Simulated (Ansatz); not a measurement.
**Cu2O (Pn-3m): scan of the Hubbard U in Python**

Aim: a scan of the Hubbard U, for Cu2O (Pn-3m), run from a script.

The COD entry's cell or inner coordinates are ideal or old and differ from later refinements, so a difference from it is no clean test against experiment.

All numbers are computed with the Python package of Ansatz 0.2.0. Level of theory: DFT PBE+U+D4, plane waves, PAW.

## 1. The system

It takes space group Pn-3m (No. 224, cubic). The conventional cell has a = 4.260 Å, b = 4.260 Å, c = 4.260 Å, α = 90.00°, β = 90.00°, γ = 90.00°. Cu (site symmetry -3m) is surrounded by 2 O at 1.84 Å. O (site symmetry -43m) has 4 Cu at 1.84 Å as nearest neighbours.

No structure file is read: the coordinates are typed or built in the script.

## 2. The code

File cu2o_plus_u.py:

```python
"""How the states of Cu2O follow the Hubbard U."""

import warnings

import ansatz as az
import numpy as np
import pandas as pd

DISPERSION = "d4"
OCCUPATIONS = "fixed"
KGRID = (6, 6, 6)


def count_gap(report):
    # lowest empty less highest filled band, counting bands; zero where they overlap
    return max(report.get("gap_by_band_count_ev") or 0.0, 0.0)

warnings.simplefilter("ignore", az.DeckWarning)

vectors = np.array([
    [4.26, 0.0, 0.0],
    [0.0, 4.26, 0.0],
    [0.0, 0.0, 4.26],
])
cu2o = (
    az.Lattice.of(vectors)
    .atom("Cu", [0.25, 0.25, 0.25])
    .atom("Cu", [0.25, 0.75, 0.75])
    .atom("Cu", [0.75, 0.75, 0.25])
    .atom("Cu", [0.75, 0.25, 0.75])
    .atom("O", [0.0, 0.0, 0.0])
    .atom("O", [0.5, 0.5, 0.5])
)

base = (
    cu2o.calculation()
    .functional(az.Functional.PBE, dispersion=DISPERSION)
    .occupations(OCCUPATIONS)
    .kpoints(*KGRID)
    .band_table()
)
rows = []
for u in [0.0, 1.5, 3.0, 4.5, 6.0]:
    rep = base.hubbard("Cu", "d", u_eff=u).run(threads=1, pin="off").report
    shell = rep["hubbard"]["n_scf"]
    rows.append((u, count_gap(rep), sum(shell) / len(shell), rep["n_iterations"]))
print(pd.DataFrame(rows, columns=["U_eff eV", "gap by band count eV", "Cu d occupation (projector)", "iterations"]).round(4).to_string(index=False))
print("eigenvalues of the first occupation matrix at the last U, by spin:")
for channel in rep["hubbard"]["n_eig"][0]:
    print("  ", " ".join(f"{n:.3f}" for n in channel))
```

## 3. What the engine is handed

The package turns the script's settings into the engine's input (first run):

```yaml
crystal:
  lattice:
    - [4.26, 0.0, 0.0]
    - [0.0, 4.26, 0.0]
    - [0.0, 0.0, 4.26]
  atoms:
    - { symbol: Cu, position: [0.25, 0.25, 0.25] }
    - { symbol: Cu, position: [0.25, 0.75, 0.75] }
    - { symbol: Cu, position: [0.75, 0.75, 0.25] }
    - { symbol: Cu, position: [0.75, 0.25, 0.75] }
    - { symbol: O, position: [0.0, 0.0, 0.0] }
    - { symbol: O, position: [0.5, 0.5, 0.5] }
kpoints:
  mp_grid:
    grid: [6, 6, 6]
hamiltonian:
  xc: pbe
  dispersion: d4
  hubbard:
    - { species: Cu, l: d, u_eff: 0.0 }
scf:
  occupations:
    method: fixed
output:
  eigenvalues: true
```

## 4. The run

On the command line:

```sh
$ python cu2o_plus_u.py
```

Output:

```text
 U_eff eV  gap by band count eV  Cu d occupation (projector)  iterations
      0.0                0.5339                       9.6519           9
      1.5                0.6370                       9.6820           9
      3.0                0.7324                       9.7106           9
      4.5                0.8228                       9.7377           9
      6.0                0.9099                       9.7632           9
eigenvalues of the first occupation matrix at the last U, by spin:
   0.896 0.996 0.996 0.997 0.997
```

It took 26 s on 1 thread of Arm Neoverse V2, shared host; peak memory 0.48 GiB.

## 5. Inputs of later runs

The engine's inputs for some of the other runs:

Run 3, against run 1:

```diff
@@ -20 +20 @@
-    - { species: Cu, l: d, u_eff: 0.0 }
+    - { species: Cu, l: d, u_eff: 3.0 }
```

Run 4, against run 1:

```diff
@@ -20 +20 @@
-    - { species: Cu, l: d, u_eff: 0.0 }
+    - { species: Cu, l: d, u_eff: 4.5 }
```

Run 5, against run 1:

```diff
@@ -20 +20 @@
-    - { species: Cu, l: d, u_eff: 0.0 }
+    - { species: Cu, l: d, u_eff: 6.0 }
```

A comment line of the script is reworded here; the code is as run.

## 6. What each run gave

One row for each of the 5 runs:

```
run  U (eV)  energy (eV/atom)  gap on the mesh (eV)  SCF cycles  CPU time (s)
  1     0.0        -4605.8291                  0.53           9           5.3
  2     1.5        -4605.6836                  0.64           9             5
  3     3.0        -4605.5495                  0.73           9           5.1
  4     4.5        -4605.4264                  0.82           9           5.1
  5     6.0        -4605.3138                  0.91           9             5
```

Totals under unlike functionals or potentials can't be compared directly.

## 7. What came out

| quantity | value |
| --- | --- |
| runs compared | 5 |
| gap on the mesh | 0.53 (U = 0.0) to 0.91 eV (U = 6.0) |

From U = 0 to 6 eV the gap on the mesh goes from 0.53 eV to 0.91 eV. Notes:
- No spin polarisation was allowed.
- The Fermi level of a run with fixed occupations marks the highest occupied state on its mesh, not mid-gap.
- A Hubbard U without spin forces both spins into the same orbitals, which can open a gap or pick a state that a spin-polarised run wouldn't.
- Of the deposited cell: the entry's cell lengths or inner coordinates differ somewhat from later room-temperature determinations.
- Levels are Kohn-Sham eigenvalues on this mesh.
- Shell occupations and the effect of U depend on the projectors; a run with no .spin step is spin-unpolarised, and each U may end in a state that isn't the lowest.
